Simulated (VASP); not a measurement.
# CdS (Greenockite) (P6_3mc) in VASP: notebook

The runs below take CdS (Greenockite) through relaxation of cell and atoms, with PBE+D3, PBE+D3(BJ), PBE+D4, PBE+rVV10, PBE+TS.

All numbers are computed with VASP 6.6.1; they aren't measurements. Logs are shortened: lines on timing, memory, paths and dates and some standing lists are left out, and cuts for length are marked.

**1. The structure**

Symmetry: P6_3mc, No. 186, hexagonal system. Conventional cell: a = 4.150 Å, b = 4.150 Å, c = 6.737 Å, α = 90.00°, β = 90.00°, γ = 120.00°. Cd (site symmetry 3m) has 4 S at 2.53 to 2.54 Å as nearest neighbours. S (site symmetry 3m) has 4 Cd at 2.53 to 2.54 Å as nearest neighbours.

**2. Relaxation of cell and atoms, PBE+D3**

INCAR

```
PREC = Accurate
ENCUT = 600
EDIFF = 1E-6
ISMEAR = -1
SIGMA = 0.05
LREAL = F
LASPH = T
NELM = 60
ALGO = Fast
ISIF = 3
LWAVE = F
LCHARG = F
GGA = PE
IVDW = 11
IBRION = 2
NSW = 60
EDIFFG = -0.005
```

KPOINTS

```
regular mesh
0
Gamma
  7 7 4
```

POSCAR

```
CdS
1.0
    4.1500000000      0.0000000000      0.0000000000
   -2.0750000000      3.5940054257      0.0000000000
    0.0000000000      0.0000000000      6.7370000000
Cd S
2 2
Direct
    0.6666666667      0.3333333333      0.5000000000
    0.3333333333      0.6666666667      0.0000000000
    0.6666666667      0.3333333333      0.8750000000
    0.3333333333      0.6666666667      0.3750000000
```

Potentials or basis: VASP PAW PBE potentials, release 64 (Cd, S).

Command:

```bash
> cat potpaw_PBE.64/Cd/POTCAR potpaw_PBE.64/S/POTCAR > POTCAR
> mpirun -np 1 vasp_std > vasp.out
```

OUTCAR:

```text
PREC = Accurate
   ENCUT = 600
   EDIFF = 1E-6
   ISMEAR = -1
   LREAL = F
   LASPH = T
   NELM = 60
   ISIF = 3
   GGA = PE
   IVDW = 11
   IBRION = 2
   NSW = 60
   EDIFFG = -0.005
 IVDW          = 11

 ion  position               nearest neighbor table
   1  0.667  0.333  0.500-   3 2.53   4 2.54   4 2.54   4 2.54
   2  0.333  0.667  0.000-   4 2.53   3 2.54   3 2.54   3 2.54
   3  0.667  0.333  0.875-   1 2.53   2 2.54   2 2.54   2 2.54
   4  0.333  0.667  0.375-   2 2.53   1 2.54   1 2.54   1 2.54

  LATTYP: Found a hexagonal cell.
 ALAT       =     4.1500000000
 C/A-ratio  =     1.6233734940

  Lattice vectors:

 A1 = (   4.1500000000,   0.0000000000,   0.0000000000)
 A2 = (  -2.0750000000,   3.5940054257,   0.0000000000)
 A3 = (   0.0000000000,   0.0000000000,   6.7370000000)

Analysis of symmetry for initial positions (statically):
=====================================================================
 Subroutine PRICEL returns:
 Original cell was already a primitive cell.

 Routine SETGRP: Setting up the symmetry group for a
 hexagonal supercell.

 Subroutine GETGRP returns: Found 12 space group operations
 (whereof  6 operations were pure point group operations)
 out of a pool of 24 trial point group operations.

The static configuration has the point symmetry C_3v.
 The point group associated with its full space group is C_6v.

Analysis of symmetry for dynamics (positions and initial velocities):
=====================================================================
 Subroutine PRICEL returns:
 Original cell was already a primitive cell.

 Routine SETGRP: Setting up the symmetry group for a
 hexagonal supercell.

 Subroutine GETGRP returns: Found 12 space group operations
 (whereof  6 operations were pure point group operations)
 out of a pool of 24 trial point group operations.

The dynamic configuration has the point symmetry C_3v.
 The point group associated with its full space group is C_6v.

 Subroutine INISYM returns: Found 12 space group operations
 (whereof  6 operations are pure point group operations),
 and found     1 'primitive' translations

----------------------------------------------------------------------------------------

                                     Primitive cell

  volume of cell :     100.4832

  direct lattice vectors                    reciprocal lattice vectors
     4.150000000  0.000000000  0.000000000     0.240963855  0.139120547  0.000000000
    -2.075000000  3.594005426  0.000000000     0.000000000  0.278241094  0.000000000
     0.000000000  0.000000000  6.737000000     0.000000000  0.000000000  0.148434021

  length of vectors
     4.150000000  4.150000000  6.737000000     0.278241094  0.278241094  0.148434021

  position of ions in fractional coordinates (direct lattice)
[... 65 lines left out ...]
   number of dos      NEDOS =    301   number of ions     NIONS =      4
   total plane-waves  NPLWV =  69984
   dimension x,y,z NGX =    36 NGY =   36 NGZ =   54
   dimension x,y,z NGXF=    72 NGYF=   72 NGZF=  108
   ions per type =               2   2
   NGX,Y,Z   is equivalent  to a cutoff of  14.42, 14.42, 13.33 a.u.
   NGXF,Y,Z  is equivalent  to a cutoff of  28.84, 28.84, 26.65 a.u.
 SYSTEM =  unknown system
   PREC   = accura    normal or accurate (medium, high low for compatibility)
   ISTART =      0    job   : 0-new  1-cont  2-samecut
   ICHARG =      2    charge: 1-file 2-atom 10-const
   ISPIN  =      1    spin polarized calculation?
   LNONCOLLINEAR =      F non collinear calculations
   LSORBIT =      F    spin-orbit coupling
   LASPH  =      T    aspherical Exc in radial PAW
   ENCUT  =  600.0 eV  44.10 Ry    6.64 a.u.   8.29  8.29 13.46*2*pi/ulx,y,z
   NELM   =     60;   NELMIN=  2; NELMDL= -5     # of ELM steps
   EDIFF  = 0.1E-05   stopping-criterion for ELM
   LREAL  =      F    real-space projection
   EDIFFG = -.5E-02   stopping-criterion for IOM
   NSW    =     60    number of steps for IOM
   IBRION =      2    ionic relax: 0-MD 1-quasi-New 2-CG
   NFREE  =      1    steps in history (QN), initial steepest desc. (CG)
   ISIF   =      3    stress and relaxation
   ISYM   =      2    0-nonsym 1-usesym 2-fastsym
   POTIM  = 0.5000    time-step for ionic-motion
   TEBEG  =    0.0;   TEEND  =   0.0 temperature during run
   PSTRESS=    0.0 pullay stress
   NELECT =      36.0000    total number of electrons
   NUPDOWN=      -1.0000    fix difference up-down
   EMIN   =  10.00;   EMAX   =-10.00  energy-range for DOS
   EFERMI =   0.00;   METHOD = LEGACY
   ISMEAR =    -1;   SIGMA  =   0.05  broadening in eV -4-tet -1-fermi 0-gaus
   EFERMI_NEDOS =   21; number of points for ismear=-14 and -15
   IALGO  =     68    algorithm
   IMIX   =      4    mixing-type and parameters
     AMIX     =   0.40;   BMIX     =  1.00
     AMIX_MAG =   1.60;   BMIX_MAG =  1.00
  volume/ion in A,a.u.               =      25.12       169.52
  Fermi-wavevector in a.u.,A,eV,Ry     =   1.162727  2.197236 18.394190  1.351935
  Thomas-Fermi vector in A             =   2.299285
   LORBIT       =      0    0 simple, 1 ext, 2 COOP (PROOUT), +10 PAW based schemes
   GGA     = PE    functional components
   LHFCALC =     F    Hartree Fock is set to
   AEXX    =    0.0000 exact exchange contribution
   IVDW    =    11    specifies the selected vdW correction
   LEPSILON=     F    determine dielectric tensor
   LRPA    =     F    only Hartree local field effects (RPA)
 conjugate gradient relaxation of ions
 non-spin polarized calculation
 RMM-DIIS sequential band-by-band and
  energy-cutoff  :      600.00
  volume of cell :      100.48
 maximum number of plane-waves:      3376
 NGX is ok and might be reduce to    36
   NGX = 17   NGY = 17   NGZ = 27

--------------------------------------- Ionic step        1  -------------------------------------------

 number of electron      36.0000008 magnetization

 Free energy of the ion-electron system (eV)
  ---------------------------------------------------
  ext. energy  EPLUGINS =         0.00000000
  ---------------------------------------------------
  free energy    TOTEN  =       -12.26693601 eV

  energy without entropy =      -12.26693585  energy(sigma->0) =      -12.26693593

------------------------ aborting loop because EDIFF is reached ----------------------------------------

 Edisp (eV)   -1.01825

 E8    (eV) :    -0.5957
[... 159 lines left out ...]
--------------------------------------- Ionic step        5  -------------------------------------------

 number of electron      36.0000008 magnetization

 Free energy of the ion-electron system (eV)
  ---------------------------------------------------
  ext. energy  EPLUGINS =         0.00000000
  ---------------------------------------------------
  free energy    TOTEN  =       -12.27417291 eV

  energy without entropy =      -12.27417273  energy(sigma->0) =      -12.27417282

 E-fermi :   1.7933     XC(G=0):  -9.0643

 val. band max:        1.1708787098   @ k =   0.0000   0.0000   0.0000
 cond. band min:       2.3554539175   @ k =   0.0000   0.0000   0.0000
 fundamental gap:      1.1845752077
 Fermi energy:         1.7933435518

 k-point     1 :       0.0000    0.0000    0.0000
  band No.  band energies     occupation
      1     -11.1016      2.00000
      2     -10.6861      2.00000
      3      -6.4816      2.00000
      4      -6.4724      2.00000
      5      -6.4724      2.00000
      6      -6.3910      2.00000
[... 624 lines left out ...]
  FREE ENERGIE OF THE ION-ELECTRON SYSTEM (eV)
  ---------------------------------------------------
  free  energy   TOTEN  =       -13.2865874878 eV

  energy  without entropy=      -13.2865873096  energy(sigma->0) =      -13.28658740

 reached required accuracy - stopping structural energy minimisation
```

OSZICAR:

```text
N       E                     dE             d eps       ncg     rms          rms(c)
DAV:   1     0.272470138184E+03    0.27247E+03   -0.19183E+04  1056   0.168E+03
[... 36 lines left out ...]
RMM:   3    -0.122750290119E+02    0.39746E-06   -0.20023E-06   548   0.866E-03
   4 F= -.13286573E+02 E0= -.13286573E+02  d E =-.139164E-02
       N       E                     dE             d eps       ncg     rms          rms(c)
DAV:   1    -0.122743144322E+02    0.71498E-03   -0.78017E-03  1086   0.781E-01    0.927E-02
RMM:   2    -0.122741824470E+02    0.13199E-03   -0.44080E-04  1056   0.200E-01    0.370E-02
RMM:   3    -0.122741721852E+02    0.10262E-04   -0.67189E-05  1056   0.501E-02    0.250E-02
RMM:   4    -0.122741729123E+02   -0.72707E-06   -0.71566E-06  1012   0.179E-02
   5 F= -.13286587E+02 E0= -.13286587E+02  d E =-.140633E-04
```

Wall time 76 s (1 thread of Intel Xeon 6975P-C (Granite Rapids), shared host); peak memory 0.29 GiB.

What came out:

* Free energy: -13.2866 eV
* Relaxed volume: 25.23 Å³/atom
* Relaxed cell: a = 4.150 Å, b = 4.150 Å, c = 6.766 Å, α = 90.00°, β = 90.00°, γ = 120.00°
* Space group after relaxing (to 0.05 Å): P6_3mc (No. 186)
* Energy gained by relaxing: 0.4 meV/atom
* Ionic steps: 5
* Pressure after relaxing: 0.0 GPa
* Band gap on the k mesh: 1.18 eV, direct
* Dispersion energy per atom: -0.253 eV

Forces in eV/Å, atoms in the order of the input:
```
Cd   0.000  0.000 -0.003
Cd   0.000  0.000 -0.003
S    0.000  0.000  0.003
S    0.000  0.000  0.003
```

Step by step:
```csv
step,energy change (eV),largest force (eV/Å),pressure (GPa),volume (Å³)
1,0.0000,0.0676,0.28,100.48
2,-0.0013,0.0057,-0.09,101.13
3,-0.0014,0.0073,-0.04,101.01
4,-0.0014,0.0090,-0.03,101.00
5,-0.0014,0.0026,-0.02,100.93
```

Final structure:
```
CELL_PARAMETERS angstrom
4.15031 0.00000 0.00000
-2.07516 3.59428 0.00000
0.00000 0.00000 6.76599
ATOMIC_POSITIONS crystal
Cd 0.66667 0.33333 0.49955
Cd 0.33333 0.66667 0.99955
S 0.66667 0.33333 0.87545
S 0.33333 0.66667 0.37545
```

As with any semilocal functional, this PBE gap is likely too small. Zero-point motion and thermal expansion aren't in these numbers.

**3. Relaxation of cell and atoms, PBE+D3(BJ)**

INCAR

```
SYSTEM = CdS
ALGO = Normal ; EDIFF = 1E-6
EDIFFG = -0.005 ; ENCUT = 600
GGA = PE ; IBRION = 2
ISIF = 3 ; ISMEAR = -1
IVDW = 12 ; LASPH = .True.
LCHARG = .False. ; LREAL = .False.
LWAVE = .False. ; NELM = 100
NSW = 60 ; PREC = Accurate
SIGMA = 0.05
```

KPOINTS

```
k-points
0
Gamma
  7 7 4
  0 0 0
```

POSCAR is that of step 2.

Potentials or basis: VASP PAW PBE potentials, release 64 (Cd, S).

Command:

```bash
> cat potpaw_PBE.64/Cd/POTCAR potpaw_PBE.64/S/POTCAR > POTCAR
> mpirun -np 1 vasp_std > vasp.out
```

It took 1.8 min on 1 thread of Intel Xeon 6975P-C (Granite Rapids), shared host; peak memory 0.29 GiB.

Results (log left out):

* Free energy: -13.4774 eV
* Relaxed volume: 25.21 Å³/atom
* Relaxed cell: a = 4.149 Å, b = 4.149 Å, c = 6.766 Å, α = 90.00°, β = 90.00°, γ = 120.00°
* Space group after relaxing (to 0.05 Å): P6_3mc (No. 186)
* Energy gained by relaxing: 0.3 meV/atom
* Ionic steps: 11
* Pressure after relaxing: 0.0 GPa
* Band gap on the k mesh: 1.19 eV, direct
* Dispersion energy per atom: -0.301 eV

The path:
```csv
step,energy change (eV),largest force (eV/Å),pressure (GPa),volume (Å³)
1,0.0000,0.0673,0.22,100.48
2,-0.0012,0.0061,-0.08,100.98
3,-0.0012,0.0059,-0.02,100.90
4,-0.0012,0.0046,-0.03,100.90
5,-0.0012,0.0034,-0.03,100.91
6,-0.0012,0.0002,-0.03,100.85
7,-0.0012,0.0036,0.01,100.78
8,-0.0012,0.0015,0.01,100.82
9,-0.0012,0.0001,0.01,100.84
10,-0.0012,0.0000,0.01,100.84
11,-0.0012,0.0003,0.01,100.84
```

Final structure:
```
Cd S
1.0
     4.14861    0.00000    0.00000
    -2.07431    3.59280    0.00000
     0.00000    0.00000    6.76576
Cd S
2 2
Cartesian
  2.0743 1.1976 3.3798
  0.0000 2.3952 6.7627
  2.0743 1.1976 5.9231
  0.0000 2.3952 2.5402
```

Levels at points of the mesh, in eV from the valence-band top:
| k point | band 16 | band 17 | band 18 | band 19 | band 20 | band 21 |
| --- | --- | --- | --- | --- | --- | --- |
| (0.00, 0.00, 0.00) | -0.05 | 0.00 | 0.00 | 1.19 | 2.80 | 6.49 |
| (0.00, 0.00, 0.50) | -0.38 | -0.38 | -0.38 | 2.84 | 2.84 | 6.17 |

Zero-point motion and thermal expansion aren't in these numbers.

(Continued in part 2 of 2.)
